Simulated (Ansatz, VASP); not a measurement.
# P in VASP and in Ansatz

```
P
1.0
     2.55513    0.00000    0.00000
    -1.27756    2.21281    0.00000
     0.00000    0.00000    2.39816
P
1
Direct
  0.00000 0.00000 0.00000
```

Alike in both runs: functional PBE; k mesh 18 × 18 × 17; occupations fermi-dirac, width 0.05 eV; no spin polarisation.

Ansatz relaxed the structure, and its values are those at the end. VASP's run is a single point on that final structure, the one shown.

|  | VASP | Ansatz |
| --- | --- | --- |
| version | VASP 6.6.1 | Ansatz 0.2.0 |
| potentials or method | VASP PAW PBE potentials, release 64 (P) | PAW with Ansatz's default frozen-core files, scalar-relativistic |
| plane-wave cutoff (eV) | 520 | 600 |
| valence electrons in the cell | 5 | 5 |

|  | VASP | Ansatz | Ansatz less VASP |
| --- | --- | --- | --- |
| gap on the k mesh at the Fermi level (eV) | none | none | - |
| pressure (GPa) | 9.4 | 9.7 | +0.28 |

A gap of «none» marks a metal or a gap that the smearing closes.
